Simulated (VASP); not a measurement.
# Cl2 in VASP: a series of runs

The runs below take Cl2 through relaxation of the atoms, with PBE, r2SCAN, PBE+D3(BJ), PBEsol, LDA.

Program: VASP 6.6.1. These are calculated values, not measurements. Logs are shortened: lines on timing, memory, paths and dates and some standing lists are left out, and cuts for length are marked.

## Step 1: Starting point

The cell holds a molecule in a box, 2 atoms: a = 12.000 Å, b = 12.400 Å, c = 13.000 Å, α = 90.00°, β = 90.00°, γ = 90.00°.

## Step 2: Relaxation of the atoms, PBE

INCAR

```
ALGO     = Normal         # electronic algorithm
EDIFF    = 1E-7           # SCF threshold, eV
EDIFFG   = -0.005         # ionic threshold
ENCUT    = 600            # plane-wave cutoff, eV
GGA      = PE             # functional
IBRION   = 2              # ionic algorithm
ISIF     = 2              # what is computed and relaxed
ISMEAR   = 0              # smearing method
ISYM     = 0            
LASPH    = T              # aspherical terms in the spheres
LCHARG   = F              # write CHGCAR
LREAL    = F              # projectors in reciprocal space
LWAVE    = F              # write WAVECAR
NELM     = 80             # most SCF steps
NSW      = 30             # ionic steps
PREC     = Accurate       # precision mode
SIGMA    = 0.01           # smearing width, eV
```

KPOINTS

```
k-points
0
Gamma
  1 1 1
```

POSCAR

```
Cl
1.0
   12.0000000000      0.0000000000      0.0000000000
    0.0000000000     12.4000000000      0.0000000000
    0.0000000000      0.0000000000     13.0000000000
Cl
2
Direct
    0.5000000000      0.5000000000      0.4235384615
    0.5000000000      0.5000000000      0.5764615385
```

Potentials or basis: VASP PAW PBE potentials, release 64 (Cl).

The run is started by

```sh
cat potpaw_PBE.64/Cl/POTCAR > POTCAR
mpirun -np 1 vasp_std > vasp.out
```

OUTCAR:

```text
EDIFF = 1E-7
   EDIFFG = -0.005
   ENCUT = 600
   GGA = PE
   IBRION = 2
   ISIF = 2
   ISMEAR = 0
   ISYM = 0
   LASPH = T
   LREAL = F
   NELM = 80
   NSW = 30
   PREC = Accurate

 ion  position               nearest neighbor table
   1  0.500  0.500  0.424-   2 1.99
   2  0.500  0.500  0.576-   1 1.99

IMPORTANT INFORMATION: All symmetrisations will be switched off!
NOSYMM: (Re-)initialisation of all symmetry stuff for point group C_1.

----------------------------------------------------------------------------------------

                                     Primitive cell

  volume of cell :    1934.4000

  direct lattice vectors                    reciprocal lattice vectors
    12.000000000  0.000000000  0.000000000     0.083333333  0.000000000  0.000000000
     0.000000000 12.400000000  0.000000000     0.000000000  0.080645161  0.000000000
     0.000000000  0.000000000 13.000000000     0.000000000  0.000000000  0.076923077

  length of vectors
    12.000000000 12.400000000 13.000000000     0.083333333  0.080645161  0.076923077

  position of ions in fractional coordinates (direct lattice)
     0.500000000  0.500000000  0.423538462
     0.500000000  0.500000000  0.576461538

  ion indices of the primitive-cell ions
   primitive index   ion index
                 1           1
                 2           2

----------------------------------------------------------------------------------------

 KPOINTS: k-points

Automatic generation of k-mesh.
 Grid dimensions read from file:
 generate k-points for:    1    1    1

 Generating k-lattice:

  Cartesian coordinates                     Fractional coordinates (reciprocal lattice)
     0.083333333  0.000000000  0.000000000     1.000000000  0.000000000  0.000000000
     0.000000000  0.080645161  0.000000000     0.000000000  1.000000000  0.000000000
     0.000000000  0.000000000  0.076923077     0.000000000  0.000000000  1.000000000

  Length of vectors
     0.083333333  0.080645161  0.076923077

  Shift w.r.t. Gamma in fractional coordinates (k-lattice)
     0.000000000  0.000000000  0.000000000

 Subroutine IBZKPT returns following result:
 ===========================================

 Found      1 irreducible k-points:

 Following reciprocal coordinates:
            Coordinates               Weight
  0.000000  0.000000  0.000000      1.000000
   k-points           NKPTS =      1   k-points in BZ     NKDIM =      1   number of bands    NBANDS=     11
   number of dos      NEDOS =    301   number of ions     NIONS =      2
   total plane-waves  NPLWV = ******
   dimension x,y,z NGX =    96 NGY =  100 NGZ =  108
   dimension x,y,z NGXF=   192 NGYF=  200 NGZF=  216
   ions per type =               2
   NGX,Y,Z   is equivalent  to a cutoff of  13.30, 13.41, 13.81 a.u.
   NGXF,Y,Z  is equivalent  to a cutoff of  26.60, 26.81, 27.62 a.u.
 SYSTEM =  unknown system
   PREC   = accura    normal or accurate (medium, high low for compatibility)
   ISTART =      0    job   : 0-new  1-cont  2-samecut
   ICHARG =      2    charge: 1-file 2-atom 10-const
   ISPIN  =      1    spin polarized calculation?
   LNONCOLLINEAR =      F non collinear calculations
   LSORBIT =      F    spin-orbit coupling
   LASPH  =      T    aspherical Exc in radial PAW
   ENCUT  =  600.0 eV  44.10 Ry    6.64 a.u.  23.97 24.77 25.96*2*pi/ulx,y,z
   NELM   =     80;   NELMIN=  2; NELMDL= -5     # of ELM steps
   EDIFF  = 0.1E-06   stopping-criterion for ELM
   LREAL  =      F    real-space projection
   EDIFFG = -.5E-02   stopping-criterion for IOM
   NSW    =     30    number of steps for IOM
   IBRION =      2    ionic relax: 0-MD 1-quasi-New 2-CG
   NFREE  =      1    steps in history (QN), initial steepest desc. (CG)
   ISIF   =      2    stress and relaxation
   ISYM   =      0    0-nonsym 1-usesym 2-fastsym
   POTIM  = 0.5000    time-step for ionic-motion
   TEBEG  =    0.0;   TEEND  =   0.0 temperature during run
   PSTRESS=    0.0 pullay stress
   NELECT =      14.0000    total number of electrons
   NUPDOWN=      -1.0000    fix difference up-down
   EMIN   =  10.00;   EMAX   =-10.00  energy-range for DOS
   EFERMI =   0.00;   METHOD = LEGACY
   ISMEAR =     0;   SIGMA  =   0.01  broadening in eV -4-tet -1-fermi 0-gaus
   EFERMI_NEDOS =   21; number of points for ismear=-14 and -15
   IALGO  =     38    algorithm
   IMIX   =      4    mixing-type and parameters
     AMIX     =   0.40;   BMIX     =  1.00
     AMIX_MAG =   1.60;   BMIX_MAG =  1.00
  volume/ion in A,a.u.               =     967.20      6526.99
  Fermi-wavevector in a.u.,A,eV,Ry     =   0.316666  0.598413  1.364360  0.100278
  Thomas-Fermi vector in A             =   1.199927
   LORBIT       =      0    0 simple, 1 ext, 2 COOP (PROOUT), +10 PAW based schemes
   GGA     = PE    functional components
   LHFCALC =     F    Hartree Fock is set to
   AEXX    =    0.0000 exact exchange contribution
   IVDW    =     0    specifies the selected vdW correction
   LEPSILON=     F    determine dielectric tensor
   LRPA    =     F    only Hartree local field effects (RPA)
 conjugate gradient relaxation of ions
 non-spin polarized calculation
 Gauss-broadening in eV      SIGMA  =   0.01
  energy-cutoff  :      600.00
  volume of cell :     1934.40
 maximum number of plane-waves:     64477
 NGX is ok and might be reduce to    96
   NGX = 47   NGY = 49   NGZ = 51

--------------------------------------- Ionic step        1  -------------------------------------------

 number of electron      13.9999995 magnetization

 Free energy of the ion-electron system (eV)
  ---------------------------------------------------
  ext. energy  EPLUGINS =         0.00000000
  ---------------------------------------------------
  free energy    TOTEN  =        -3.59806445 eV

  energy without entropy =       -3.59806445  energy(sigma->0) =       -3.59806445

------------------------ aborting loop because EDIFF is reached ----------------------------------------

  FORCE on cell =-STRESS in cart. coord.  units (eV):
  Direction    XX          YY          ZZ          XY          YZ          ZX
  --------------------------------------------------------------------------------------
  -------------------------------------------------------------------------------------
  Total       -0.0030968     -0.0032245      0.2095786      0.0000001     -0.0000000      0.0000000
  in kB       -0.0025649     -0.0026707      0.1735846      0.0000001     -0.0000000      0.0000000
  external PRESSURE =       0.0561163 kB  Pullay stress =       0.0000000 kB
[... 57 lines left out ...]
  energy  without entropy=       -3.5981537936  energy(sigma->0) =       -3.59815379

--------------------------------------- Ionic step        3  -------------------------------------------

 number of electron      13.9999995 magnetization

 Free energy of the ion-electron system (eV)
  ---------------------------------------------------
  ext. energy  EPLUGINS =         0.00000000
  ---------------------------------------------------
  free energy    TOTEN  =        -3.59836369 eV

  energy without entropy =       -3.59836369  energy(sigma->0) =       -3.59836369

 E-fermi :  -7.0015     XC(G=0):  -0.5119

 val. band max:       -7.1116032251   @ k =   0.0000   0.0000   0.0000
 cond. band min:      -4.0535191558   @ k =   0.0000   0.0000   0.0000
 fundamental gap:      3.0580840693
 Fermi energy:        -7.0014886466

 k-point     1 :       0.0000    0.0000    0.0000
  band No.  band energies     occupation
      1     -23.3496      2.00000
      2     -19.1023      2.00000
      3     -11.7831      2.00000
      4      -9.7737      2.00000
      5      -9.7737      2.00000
      6      -7.1116      2.00000
      7      -7.1116      2.00000
      8      -4.0535      0.00000
      9      -0.3325      0.00000
     10       0.6019      0.00000
     11       0.6711      0.00000
[... 27 lines left out ...]
  FREE ENERGIE OF THE ION-ELECTRON SYSTEM (eV)
  ---------------------------------------------------
  free  energy   TOTEN  =        -3.5983636944 eV

  energy  without entropy=       -3.5983636944  energy(sigma->0) =       -3.59836369

 reached required accuracy - stopping structural energy minimisation
```

OSZICAR:

```text
N       E                     dE             d eps       ncg     rms          rms(c)
DAV:   1     0.153224358099E+03    0.15322E+03   -0.26716E+03    22   0.718E+02
DAV:   2     0.629657947070E+02   -0.90259E+02   -0.88560E+02    30   0.833E+01
DAV:   3     0.217067130791E+01   -0.60795E+02   -0.60727E+02    33   0.972E+01
[... 42 lines left out ...]
DAV:   5    -0.359836288484E+01    0.93814E-06   -0.11603E-05    25   0.204E-02    0.113E-02
DAV:   6    -0.359836280053E+01    0.84311E-07   -0.14686E-06    22   0.851E-03    0.208E-03
DAV:   7    -0.359836301958E+01   -0.21905E-06   -0.69410E-08    25   0.234E-03    0.171E-03
DAV:   8    -0.359836368490E+01   -0.66532E-06   -0.31866E-08    30   0.118E-03    0.102E-03
DAV:   9    -0.359836369445E+01   -0.95457E-08    0.96330E-09    17   0.479E-04
   3 F= -.35983637E+01 E0= -.35983637E+01  d E =-.299245E-03
```

Run time: 4.6 min. Hardware: 1 thread of Intel Xeon Platinum 8488C (Sapphire Rapids), shared host; peak memory 1.9 GiB.

Results:

* Free energy: -3.5984 eV
* Energy gained by relaxing: 0.1 meV/atom
* Ionic steps: 3
* Gap between the frontier levels: 3.06 eV

Step by step:
| step | energy change (eV) | largest force (eV/Å) | pressure (GPa) |
| --- | --- | --- | --- |
| 1 | 0.0000 | 0.1076 | 0.01 |
| 2 | -0.0001 | 0.0881 | -0.01 |
| 3 | -0.0003 | 0.0006 | 0.00 |

Final structure:
```
Cl
1.0
    12.00000    0.00000    0.00000
     0.00000   12.40000    0.00000
     0.00000    0.00000   13.00000
Cl
2
Direct
  0.50000 0.50000 0.42332
  0.50000 0.50000 0.57668
```

Levels at points of the mesh, in eV from the valence-band top:
| k point | band 5 | band 6 | band 7 | band 8 | band 9 | band 10 |
| --- | --- | --- | --- | --- | --- | --- |
| (0.00, 0.00, 0.00) | -2.66 | 0.00 | 0.00 | 3.06 | 6.78 | 7.71 |

A hybrid or GW would open this gap; PBE tends to underestimate it.

[end of part 1 of 2]
